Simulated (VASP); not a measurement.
# CdS: molecular dynamics with a monitored distance, by stops when the distance exceeds

CdS, F-43m (no. 216), 8 atoms in the cell. PBE, molecular dynamics; PAW potentials Cd, S (PBE set).

| Stops when the distance exceeds (Å) | Largest distance met (Å) | Steps run | Mean temperature (K) | Time (s) |
|---|---|---|---|---|
| 2.677 | 2.526 | 80 | 488 | 104 |
| 4.041 | 2.526 | 80 | 488 | 104 |

Limits: 160 fs of 8 atoms are too short for converged averages; the distance is that to the nearest periodic copy, which so small a cell caps.

## Input of the first row

INCAR:
```
SYSTEM = CdS
GGA = PE
PREC = Normal
ENCUT = 280
EDIFF = 1E-5
NELMIN = 4
NELM = 60
ALGO = Normal
LREAL = Auto
LASPH = .TRUE.
ISMEAR = 0
SIGMA = 0.05
ISYM = 0
LWAVE = .FALSE.
LCHARG = .FALSE.
IBRION = 0
NSW = 80
POTIM = 2.0
TEBEG = 600
TEEND = 600
ISIF = 2
MDALGO = 1
ANDERSEN_PROB = 0.05
RANDOM_SEED = 856149 0 0
VALUE_MAX = 2.677
VALUE_MIN = 1.263
KPAR = 2
```

KPOINTS:
```
k-points
0
Monkhorst-Pack
  2 2 2
```

ICONST:
```
R 1 8 7
```

POSCAR:
```
CdS
1.0
    5.8330000000      0.0000000000      0.0000000000
    0.0000000000      5.8330000000      0.0000000000
    0.0000000000      0.0000000000      5.8330000000
Cd S
4 4
Direct
    0.0000000000      0.0000000000      0.0000000000
    0.0000000000      0.5000000000      0.5000000000
    0.5000000000      0.0000000000      0.5000000000
    0.5000000000      0.5000000000      0.0000000000
    0.2500000000      0.2500000000      0.2500000000
    0.2500000000      0.7500000000      0.7500000000
    0.7500000000      0.2500000000      0.7500000000
    0.7500000000      0.7500000000      0.2500000000
```

Commands:
```
cat potpaw_PBE.64/Cd/POTCAR potpaw_PBE.64/S/POTCAR > POTCAR
mpirun -np 2 vasp_std > vasp.out
```

Changes of the last row against the first:
```
- VALUE_MAX = 2.677
+ VALUE_MAX = 4.041
```

VASP 6.6.1 took 104 s on 2 cores (Intel Xeon 6975P-C (Granite Rapids)), a shared host.
